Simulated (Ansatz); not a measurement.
# Preparing Al2O3 (R-3c) as a host crystal, part 2 of 2

Aim: the runs on the perfect crystal Al2O3 (R-3c) that a defect calculation needs first.

Ansatz 0.2.0; plane-wave PAW DFT, PBEsol; relaxation of the host's cell and atoms; PAW set soft_1 (the session's first sound run).

So far. Step 3 (Dielectric tensors of the host): The principal values of the electronic dielectric tensor are 3.26, 3.29 and 3.29. The principal values of the static dielectric tensor are 9.66, 9.66 and 11.75.

## Step 4: Defect free supercell relaxed in its symmetry

This cell, the one that will hold the defects, is built from the relaxed host. Its coarser k-points can move the atoms a little, so it is relaxed from the symmetric sites, as the reference for the test of stability.

This step: plane-wave PAW DFT, PBEsol; relaxation of the defect-free supercell in its symmetry; PAW set soft_1 (Ansatz 0.2.0).

System of this step: Al2O3 (R-3c). The cell holds 80 atoms: 32 Al and 48 O. Its edges and angles: a = 10.278 Å, b = 10.278 Å, c = 10.278 Å, α = 55.3°, β = 55.3°, γ = 55.3°.

File pristine.symmetric/input.yaml:

```yaml
crystal:
  lattice:
    - [4.7733053288, 2.7558691165, 8.6752450671]
    - [-4.7733053288, 2.7558691165, 8.6752450671]
    - [0.0, -5.511738233, 8.6752450671]
  atoms:
    - { symbol: Al, position: [0.3239765988, 0.3239765988, 0.3239765988] }
    - { symbol: Al, position: [0.4260234012, 0.4260234012, 0.4260234012] }
    - { symbol: Al, position: [0.0739765988, 0.0739765988, 0.0739765988] }
    - { symbol: Al, position: [0.1760234012, 0.1760234012, 0.1760234012] }
    - { symbol: O, position: [0.2220841527, 0.0279158473, 0.375] }
    - { symbol: O, position: [0.4720841527, 0.125, 0.2779158473] }
    - { symbol: O, position: [0.0279158473, 0.375, 0.2220841527] }
    - { symbol: O, position: [0.375, 0.2220841527, 0.0279158473] }
    - { symbol: O, position: [0.125, 0.2779158473, 0.4720841527] }
    - { symbol: O, position: [0.2779158473, 0.4720841527, 0.125] }
    - { symbol: Al, position: [0.3239765988, 0.3239765988, 0.8239765989] }
    - { symbol: Al, position: [0.4260234012, 0.4260234012, 0.9260234012] }
    - { symbol: Al, position: [0.0739765988, 0.0739765988, 0.5739765988] }
    - { symbol: Al, position: [0.1760234012, 0.1760234012, 0.6760234012] }
    - { symbol: O, position: [0.2220841527, 0.0279158473, 0.875] }
    - { symbol: O, position: [0.4720841527, 0.125, 0.7779158473] }
    - { symbol: O, position: [0.0279158473, 0.375, 0.7220841527] }
    - { symbol: O, position: [0.375, 0.2220841527, 0.5279158473] }
    - { symbol: O, position: [0.125, 0.2779158473, 0.9720841527] }
    - { symbol: O, position: [0.2779158473, 0.4720841527, 0.625] }
    - { symbol: Al, position: [0.3239765988, 0.8239765989, 0.3239765988] }
    - { symbol: Al, position: [0.4260234012, 0.9260234012, 0.4260234012] }
    - { symbol: Al, position: [0.0739765988, 0.5739765988, 0.0739765988] }
    - { symbol: Al, position: [0.1760234012, 0.6760234012, 0.1760234012] }
    - { symbol: O, position: [0.2220841527, 0.5279158473, 0.375] }
    - { symbol: O, position: [0.4720841527, 0.625, 0.2779158473] }
    - { symbol: O, position: [0.0279158473, 0.875, 0.2220841527] }
    - { symbol: O, position: [0.375, 0.7220841527, 0.0279158473] }
    - { symbol: O, position: [0.125, 0.7779158473, 0.4720841527] }
    - { symbol: O, position: [0.2779158473, 0.9720841527, 0.125] }
    - { symbol: Al, position: [0.3239765988, 0.8239765989, 0.8239765989] }
    - { symbol: Al, position: [0.4260234012, 0.9260234012, 0.9260234012] }
    - { symbol: Al, position: [0.0739765988, 0.5739765988, 0.5739765988] }
    - { symbol: Al, position: [0.1760234012, 0.6760234012, 0.6760234012] }
    - { symbol: O, position: [0.2220841527, 0.5279158473, 0.875] }
    - { symbol: O, position: [0.4720841527, 0.625, 0.7779158473] }
    - { symbol: O, position: [0.0279158473, 0.875, 0.7220841527] }
    - { symbol: O, position: [0.375, 0.7220841527, 0.5279158473] }
    - { symbol: O, position: [0.125, 0.7779158473, 0.9720841527] }
    - { symbol: O, position: [0.2779158473, 0.9720841527, 0.625] }
    - { symbol: Al, position: [0.8239765989, 0.3239765988, 0.3239765988] }
    - { symbol: Al, position: [0.9260234012, 0.4260234012, 0.4260234012] }
    - { symbol: Al, position: [0.5739765988, 0.0739765988, 0.0739765988] }
    - { symbol: Al, position: [0.6760234012, 0.1760234012, 0.1760234012] }
    - { symbol: O, position: [0.7220841527, 0.0279158473, 0.375] }
    - { symbol: O, position: [0.9720841527, 0.125, 0.2779158473] }
    - { symbol: O, position: [0.5279158473, 0.375, 0.2220841527] }
    - { symbol: O, position: [0.875, 0.2220841527, 0.0279158473] }
    - { symbol: O, position: [0.625, 0.2779158473, 0.4720841527] }
    - { symbol: O, position: [0.7779158473, 0.4720841527, 0.125] }
    - { symbol: Al, position: [0.8239765989, 0.3239765988, 0.8239765989] }
    - { symbol: Al, position: [0.9260234012, 0.4260234012, 0.9260234012] }
    - { symbol: Al, position: [0.5739765988, 0.0739765988, 0.5739765988] }
    - { symbol: Al, position: [0.6760234012, 0.1760234012, 0.6760234012] }
    - { symbol: O, position: [0.7220841527, 0.0279158473, 0.875] }
    - { symbol: O, position: [0.9720841527, 0.125, 0.7779158473] }
    - { symbol: O, position: [0.5279158473, 0.375, 0.7220841527] }
    - { symbol: O, position: [0.875, 0.2220841527, 0.5279158473] }
    - { symbol: O, position: [0.625, 0.2779158473, 0.9720841527] }
    - { symbol: O, position: [0.7779158473, 0.4720841527, 0.625] }
    - { symbol: Al, position: [0.8239765989, 0.8239765989, 0.3239765988] }
    - { symbol: Al, position: [0.9260234012, 0.9260234012, 0.4260234012] }
    - { symbol: Al, position: [0.5739765988, 0.5739765988, 0.0739765988] }
    - { symbol: Al, position: [0.6760234012, 0.6760234012, 0.1760234012] }
    - { symbol: O, position: [0.7220841527, 0.5279158473, 0.375] }
    - { symbol: O, position: [0.9720841527, 0.625, 0.2779158473] }
    - { symbol: O, position: [0.5279158473, 0.875, 0.2220841527] }
    - { symbol: O, position: [0.875, 0.7220841527, 0.0279158473] }
    - { symbol: O, position: [0.625, 0.7779158473, 0.4720841527] }
    - { symbol: O, position: [0.7779158473, 0.9720841527, 0.125] }
    - { symbol: Al, position: [0.8239765989, 0.8239765989, 0.8239765989] }
    - { symbol: Al, position: [0.9260234012, 0.9260234012, 0.9260234012] }
    - { symbol: Al, position: [0.5739765988, 0.5739765988, 0.5739765988] }
    - { symbol: Al, position: [0.6760234012, 0.6760234012, 0.6760234012] }
    - { symbol: O, position: [0.7220841527, 0.5279158473, 0.875] }
    - { symbol: O, position: [0.9720841527, 0.625, 0.7779158473] }
    - { symbol: O, position: [0.5279158473, 0.875, 0.7220841527] }
    - { symbol: O, position: [0.875, 0.7220841527, 0.5279158473] }
    - { symbol: O, position: [0.625, 0.7779158473, 0.9720841527] }
    - { symbol: O, position: [0.7779158473, 0.9720841527, 0.625] }
basis:
  ecutwfc: 420
  xc_grid: 2
hamiltonian:
  xc: pbesol
  pseudopotentials: { kind: paw, azcp: { folder: soft_1 }, xc_functional: pbe }
kpoints:
  mp_grid: { grid: [1, 1, 1] }
scf:
  occupations: { method: fermi_dirac, width: 0.01 }
  max_iter: 100
  lower_state_search: "off"
output:
  forces: true
relax:
  f_tol: 0.015
  max_steps: 60
  escape_saddle: false
checkpoint:
  write: "../pristine.symmetric.run"
  compress: false
  write_wavefunctions: false
  write_every: 100000
```

Command:

```sh
ansatz run input.yaml --threads 32 --pin off --max-ram 84787MiB --backend cuda --events-out ev --progress --plain --runs-dir out --max-vram 78GiB
```

Numbers of over 12 decimals in the logs are rounded to 6 here.

The program printed:

```text
[...]
device memory: the entry about to start is reckoned to put 3.0 GiB on a device that reports 182.5 GiB free (of which the cap on the GPU budget leaves the run 78.0 GiB)
GPU FFT provider: cuFFT
GPU libraries: cuBLAS 13.8.1, cuFFT 12.4.0, cuSOLVER 12.3.2
GPU matrix products: emulated (plane waves: as basis.precision tells), large ones in fixed point in workspaces of 1.00 GiB
Crystal: 80 atoms, lattice volume = 684.717 Å³
Basis set: ecut = 420 eV, 13355 PW (Γ), exchange–correlation on 144×144×144 points (8 copies of the dense FFT grid, shifted against one another)
Bands: 272, of which v1, the nominal top of the filled ones, is band 192 counted from 1 (191 counted from 0)
Symmetry: 96 space group operations
[...]
k-points: 1
[...]
GPU buffer pool allocated for 373248 grid points (all kernels)
GPU transforms: local potential and band sums: pruned to the plane-wave sphere, on 72×72×72
[...]
SCF iter   1: F=—  HF=-43856.643806 eV  |Δ(HF+E_count)|=         —  Δρ=1.18e-1  dr2=9.08e1  Hψ=1155
[...]
SCF iter   7: F=-43830.696223 eV  HF=-43830.696223 eV  |Δ(HF+E_count)|=   7.15e-6  Δρ=4.47e-6  dr2=9.70e-8  Hψ=699
SCF 1 converged in 7 iterations: F = -43830.696223 eV  dr2 = 9.70e-8
[...]
relax step   1: F+E_penalty+E_count = -43830.69622320 eV  Δ(F+E_penalty+E_count) = +0.000e0 eV  max|allowed force component| = 3.414e-2 eV/Å  Δτ_max = 0.0000 Å  (7 SCF iters, dr2 threshold 5.63e-6 eV, accepted)
[...]
relax step   2: F+E_penalty+E_count = -43830.69707940 eV  Δ(F+E_penalty+E_count) = -8.562e-4 eV  max|allowed force component| = 1.643e-2 eV/Å  Δτ_max = 0.0009 Å  (4 SCF iters, accepted)
SCF iter   1: F=—  HF=-43830.695810 eV  |Δ(HF+E_count)|=         —  Δρ=9.68e-5  dr2=7.68e-5  Hψ=515
[...]
SCF iter   4: F=-43830.697384 eV  HF=-43830.697384 eV  |Δ(HF+E_count)|=   2.27e-8  Δρ=2.34e-6  dr2=2.23e-8  Hψ=661
SCF 3 converged in 4 iterations: F = -43830.697384 eV  dr2 = 2.23e-8
relax step   3: F+E_penalty+E_count = -43830.69738367 eV  Δ(F+E_penalty+E_count) = -3.043e-4 eV  max|allowed force component| = 1.061e-2 eV/Å  Δτ_max = 0.0005 Å  (4 SCF iters, accepted)
SCF converged after 4 iterations
Free energy (F): -43830.697384 eV
[...]
Internal energy: -43830.697384 eV  (E = F + TS)
E sigma→0 (E₀):  -43830.697384 eV
Fermi energy:    10.533466 eV
[...]
--- Forces (eV/Å), atoms counted from 1 ---
  atom   1  Al    -0.00000000     0.00000000    -0.01060826
  atom   2  Al    -0.00000000    -0.00000000     0.01060826
  atom   3  Al     0.00000000     0.00000000    -0.01060826
  atom   4  Al     0.00000000    -0.00000000     0.01060826
  atom   5  O     -0.00341077     0.00000000    -0.00000000
  atom   6  O     -0.00170538    -0.00295381     0.00000000
  [... 74 more lines of this table ...]
  max |Σ_I F_I| component: 8.33e-17 eV/Å
--- Relaxed structure (3 steps of the walk, 3 accepted, 0 SCFs on fresh bases) ---
  F+E_penalty+E_count = -43830.69738367 eV   max|allowed force component| = 1.061e-2 eV/Å
  atoms:
    - { symbol: Al, position: [0.323984, 0.323984, 0.323984] }
    - { symbol: Al, position: [0.426016, 0.426016, 0.426016] }
    - { symbol: Al, position: [0.073984, 0.073984, 0.073984] }
    - { symbol: Al, position: [0.176016, 0.176016, 0.176016] }
    - { symbol: O, position: [0.221941, 0.028059, 0.375] }
    - { symbol: O, position: [0.471941, 0.125000, 0.278059] }
  [... 74 more lines of this table ...]
```

The job ended after 1.5 s (1 × NVIDIA GB200 with 32 threads of Arm Neoverse V2, shared host; peak memory 1 GiB; 6.2 s of CPU time).

No atom moved by 0.005 Å in the relaxation.

## Step 5: Defect free supercell relaxed from displaced atoms

This step: plane-wave PAW DFT, PBEsol; relaxation of the defect-free supercell from random displacements, a test of the host's stability; PAW set soft_1 (Ansatz 0.2.0).

pristine.rattled/input.yaml, as its differences from pristine.symmetric/input.yaml of step 4:

```diff
@@ -102,6 +102,6 @@
   f_tol: 0.015
-  max_steps: 60
-  escape_saddle: false
+  max_steps: 120
+  random_displacement: { amplitude: 0.06, seed: 4163 }
 checkpoint:
-  write: "../pristine.symmetric.run"
+  write: "../pristine.rattled.run"
   compress: false
```

The program printed:

```text
[...]
Crystal: 80 atoms, lattice volume = 684.717 Å³
Basis set: ecut = 420 eV, 13355 PW (Γ), exchange–correlation on 144×144×144 points (8 copies of the dense FFT grid, shifted against one another)
Bands: 272, of which v1, the nominal top of the filled ones, is band 192 counted from 1 (191 counted from 0)
Symmetry: 1 space group operations
k-points: 1
[...]
SCF iter   1: F=—  HF=-43854.639940 eV  |Δ(HF+E_count)|=         —  Δρ=1.19e-1  dr2=9.22e1  Hψ=1268
[...]
SCF iter   2: F=—  HF=-43829.766382 eV  |Δ(HF+E_count)|=    2.49e1  Δρ=4.18e-2  dr2=6.01e0  Hψ=510
[...]
SCF iter   9: F=-43828.192025 eV  HF=-43828.192025 eV  |Δ(HF+E_count)|=   1.58e-6  Δρ=4.43e-6  dr2=7.18e-8  Hψ=683
SCF 1 converged in 9 iterations: F = -43828.192025 eV  dr2 = 7.18e-8
[...]
relax step   1: F+E_penalty+E_count = -43828.19202513 eV  Δ(F+E_penalty+E_count) = +0.000e0 eV  max|allowed force component| = 1.774e0 eV/Å  Δτ_max = 0.0000 Å  (9 SCF iters, dr2 threshold 5.63e-6 eV, accepted)
[...]
relax step   2: F+E_penalty+E_count = -43829.71400947 eV  Δ(F+E_penalty+E_count) = -1.522e0 eV  max|allowed force component| = 1.311e0 eV/Å  Δτ_max = 0.0533 Å  (5 SCF iters, dr2 threshold 1.00e-4 eV, accepted)
relax step   3: F+E_penalty+E_count = -43830.69713274 eV  Δ(F+E_penalty+E_count) = -9.831e-1 eV  max|allowed force component| = 2.097e-2 eV/Å  Δτ_max = 0.0610 Å  (5 SCF iters, dr2 threshold 1.00e-4 eV, accepted)
relax step   4: F+E_penalty+E_count = -43830.69714264 eV  Δ(F+E_penalty+E_count) = -9.904e-6 eV  max|allowed force component| = 2.076e-2 eV/Å  Δτ_max = 0.0000 Å  (4 SCF iters, accepted)
[...]
SCF iter   1: F=—  HF=-43830.695854 eV  |Δ(HF+E_count)|=         —  Δρ=1.54e-4  dr2=1.38e-4  Hψ=515
[...]
SCF iter   2: F=—  HF=-43830.695819 eV  |Δ(HF+E_count)|=   3.51e-5  Δρ=7.96e-5  dr2=3.72e-5  Hψ=313
[...]
SCF iter   5: F=-43830.697492 eV  HF=-43830.697492 eV  |Δ(HF+E_count)|=   1.18e-8  Δρ=1.42e-6  dr2=9.92e-9  Hψ=681
SCF 5 converged in 5 iterations: F = -43830.697492 eV  dr2 = 9.92e-9
relax step   5: F+E_penalty+E_count = -43830.69749207 eV  Δ(F+E_penalty+E_count) = -3.494e-4 eV  max|allowed force component| = 3.858e-4 eV/Å  Δτ_max = 0.0017 Å  (5 SCF iters, accepted)
SCF converged after 5 iterations
Free energy (F): -43830.697492 eV
[...]
Internal energy: -43830.697492 eV  (E = F + TS)
E sigma→0 (E₀):  -43830.697492 eV
Fermi energy:    10.533702 eV
[...]
--- Forces (eV/Å), atoms counted from 1 ---
  atom   1  Al    -0.00013769     0.00005436    -0.00002481
  atom   2  Al     0.00026537     0.00012419    -0.00017478
  atom   3  Al     0.00001101    -0.00008333    -0.00006748
  atom   4  Al     0.00026001    -0.00004519     0.00020498
  atom   5  O      0.00007792     0.00000969     0.00005842
  atom   6  O     -0.00022669    -0.00022933    -0.00018218
  [... 74 more lines of this table ...]
  max |Σ_I F_I| component: 1.31e-5 eV/Å
--- Relaxed structure (5 steps of the walk, 5 accepted, 0 SCFs on fresh bases) ---
  F+E_penalty+E_count = -43830.69749207 eV   max|allowed force component| = 3.858e-4 eV/Å
  atoms:
    - { symbol: Al, position: [0.324132, 0.323378, 0.324116] }
    - { symbol: Al, position: [0.426200, 0.425463, 0.426195] }
    - { symbol: Al, position: [0.074130, 0.073378, 0.074112] }
    - { symbol: Al, position: [0.176202, 0.175459, 0.176189] }
    - { symbol: O, position: [0.222096, 0.027488, 0.375151] }
    - { symbol: O, position: [0.472103, 0.124418, 0.278221] }
  [... 74 more lines of this table ...]
```

Elapsed: 2.1 s, on 1 × NVIDIA GB200 with 32 threads; peak memory 1.1 GiB; 11 s of CPU time.

Relaxation path:

```
step  energy less that of the first step (eV)  largest force component (eV/Å)
   1                                   0.0000                          1.7740
   2                                  -1.5220                          1.3108
   3                                  -2.5051                          0.0210
   4                                  -2.5051                          0.0208
   5                                  -2.5055                          0.0004
```

The relaxation ends 31 meV an atom lower than the displaced start, with a largest force component of 3.9e-4 eV/Å.

## Step 6: Host on a dense mesh

This step: plane-wave PAW DFT, PBEsol; single point of the defect-free host, a test of the k-point sampling; PAW set soft_1 (Ansatz 0.2.0).

System of this step: Al2O3 (R-3c). The structure is trigonal, space group R-3c (No. 167). Conventional cell: a = 4.773 Å, b = 4.773 Å, c = 13.013 Å, α = 90.00°, β = 90.00°, γ = 120.00°. Nearest to Al lie 6 O at 1.86 to 1.97 Å. O has 4 Al at 1.86 to 1.97 Å nearest. Farther neighbours and most contacts between anions are not listed.

File dense/input.yaml:

```yaml
crystal:
  lattice:
    - [2.3866526644, 1.3779345583, 4.3376225335]
    - [-2.3866526644, 1.3779345583, 4.3376225335]
    - [0.0, -2.7558691165, 4.3376225335]
  atoms:
    - { symbol: Al, position: [0.6479531977, 0.6479531977, 0.6479531977] }
    - { symbol: Al, position: [0.8520468023, 0.8520468023, 0.8520468023] }
    - { symbol: Al, position: [0.1479531977, 0.1479531977, 0.1479531977] }
    - { symbol: Al, position: [0.3520468023, 0.3520468023, 0.3520468023] }
    - { symbol: O, position: [0.4441683054, 0.0558316946, 0.75] }
    - { symbol: O, position: [0.9441683054, 0.25, 0.5558316946] }
    - { symbol: O, position: [0.0558316946, 0.75, 0.4441683054] }
    - { symbol: O, position: [0.75, 0.4441683054, 0.0558316946] }
    - { symbol: O, position: [0.25, 0.5558316946, 0.9441683054] }
    - { symbol: O, position: [0.5558316946, 0.9441683054, 0.25] }
basis:
  ecutwfc: 420
  xc_grid: 2
hamiltonian:
  xc: pbesol
  pseudopotentials: { kind: paw, azcp: { folder: soft_1 }, xc_functional: pbe }
kpoints:
  mp_grid: { grid: [7, 7, 7] }
scf:
  occupations: { method: fermi_dirac, width: 0.01 }
  max_iter: 100
  lower_state_search: "off"
checkpoint:
  write: "../dense.run"
  compress: false
  write_wavefunctions: false
  write_every: 100000
```

Command:

```sh
ansatz run input.yaml --threads 32 --pin off --max-ram 84787MiB --backend cpu --events-out ev --progress --plain --runs-dir out
```

The program printed:

```text
[...]
Crystal: 10 atoms, lattice volume = 85.590 Å³
Basis set: ecut = 420 eV, 1653 PW (Γ), exchange–correlation on 72×72×72 points (8 copies of the dense FFT grid, shifted against one another)
Bands: 34, of which v1, the nominal top of the filled ones, is band 24 counted from 1 (23 counted from 0)
Symmetry: 12 space group operations
[...]
k-points: 44 of 343
[...]
SCF iter   1: F=—  HF=-5482.115158 eV  |Δ(HF+E_count)|=         —  Δρ=1.18e-1  dr2=1.13e1  Hψ=7317
[...]
SCF iter   7: F=-5478.895609 eV  HF=-5478.895609 eV  |Δ(HF+E_count)|=   7.93e-7  Δρ=4.66e-6  dr2=1.38e-8  Hψ=3417
SCF 1 converged in 7 iterations: F = -5478.895609 eV  dr2 = 1.38e-8
[...]
SCF converged after 7 iterations
Free energy (F): -5478.895609 eV
[...]
Internal energy: -5478.895609 eV  (E = F + TS)
E sigma→0 (E₀):  -5478.895609 eV
Fermi energy:    10.526876 eV
[...]
```

The job ended after 0.44 s (32 threads; peak memory 0.46 GiB; 8.3 s of CPU time).

## Step 7: Defect free supercell at the zone centre

The supercell is run at the zone centre, to see how far that sampling misses the dense mesh.

System of this step: Al2O3 (R-3c). The cell holds 80 atoms: 32 Al and 48 O. Its edges and angles: a = 10.278 Å, b = 10.278 Å, c = 10.278 Å, α = 55.3°, β = 55.3°, γ = 55.3°.

pristine.sampling_gamma/input.yaml, as its differences from pristine.rattled/input.yaml of step 5:

```diff
@@ -98,10 +98,4 @@
   lower_state_search: "off"
-output:
-  forces: true
-relax:
-  f_tol: 0.015
-  max_steps: 120
-  random_displacement: { amplitude: 0.06, seed: 4163 }
 checkpoint:
-  write: "../pristine.rattled.run"
+  write: "../pristine.sampling_gamma.run"
   compress: false
```

Command:

```sh
ansatz run input.yaml --threads 32 --pin off --max-ram 84787MiB --backend cuda --events-out ev --progress --plain --runs-dir out --max-vram 78GiB
```

The program printed:

```text
[...]
GPU FFT provider: cuFFT
GPU libraries: cuBLAS 13.8.1, cuFFT 12.4.0, cuSOLVER 12.3.2
[...]
Crystal: 80 atoms, lattice volume = 684.717 Å³
Basis set: ecut = 420 eV, 13355 PW (Γ), exchange–correlation on 144×144×144 points (8 copies of the dense FFT grid, shifted against one another)
Bands: 272, of which v1, the nominal top of the filled ones, is band 192 counted from 1 (191 counted from 0)
Symmetry: 96 space group operations
[...]
k-points: 1
[...]
GPU buffer pool allocated for 373248 grid points (all kernels)
[...]
SCF iter   1: F=—  HF=-43856.643805 eV  |Δ(HF+E_count)|=         —  Δρ=1.18e-1  dr2=9.08e1  Hψ=1155
[...]
SCF iter   8: F=-43830.696223 eV  HF=-43830.696223 eV  |Δ(HF+E_count)|=   3.50e-8  Δρ=5.09e-7  dr2=1.26e-9  Hψ=680
SCF 1 converged in 8 iterations: F = -43830.696223 eV  dr2 = 1.26e-9
[...]
SCF converged after 8 iterations
Free energy (F): -43830.696223 eV
[...]
Internal energy: -43830.696223 eV  (E = F + TS)
E sigma→0 (E₀):  -43830.696223 eV
Fermi energy:    10.530725 eV
[...]
```

Wall time 0.94 s (1 × NVIDIA GB200 with 32 threads); peak memory 1 GiB; 2.4 s of CPU time.

## Step 8: Outcome

```yaml
primitive_cell_vectors_lengths: 5.139, 5.139, 5.139 Å
electronic_dielectric_constant: principal values (3.26, 3.29, 3.29)
static_dielectric_constant: principal values (9.66, 9.66, 11.75)
gap_on_the_k_mesh_of_the_response_run_pbesol: 6.04 eV
supercell_relaxed_in_its_symmetry_less_the_displaced_and_relaxed_one: 0.000 eV
energy_an_atom_at_the_zone_centre_alone_less_that_on_the_dense_mesh: 0.006 eV
```

Step 5: The energy fell by 2.505 eV from the randomly displaced start; the atoms end within 0.005 Å of the sites as typed, once the mean shift is taken out. The displaced cell ends within 0.01 eV of the symmetric one relaxed in its symmetry, so no lower structure shows in this supercell. The k-mesh can miss the band edges, so this gap is an upper bound at this level. All at zero temperature.

[Logs are printed without paths, hosts, clocks, repeated set-up lines and the standing remarks that a program may print on its own settings, such as how far it seeks lower states.]

[Hosts, paths, dates, database ids (printed as entryN), source tags and the programs' standing remarks are cut or masked in the printed files.]

[Runs of the host that timed out are not shown.]

[For some hosts the program warned that the k-mesh of the response run may be too coarse for force constants and the static dielectric constant; such warnings are not always shown.]
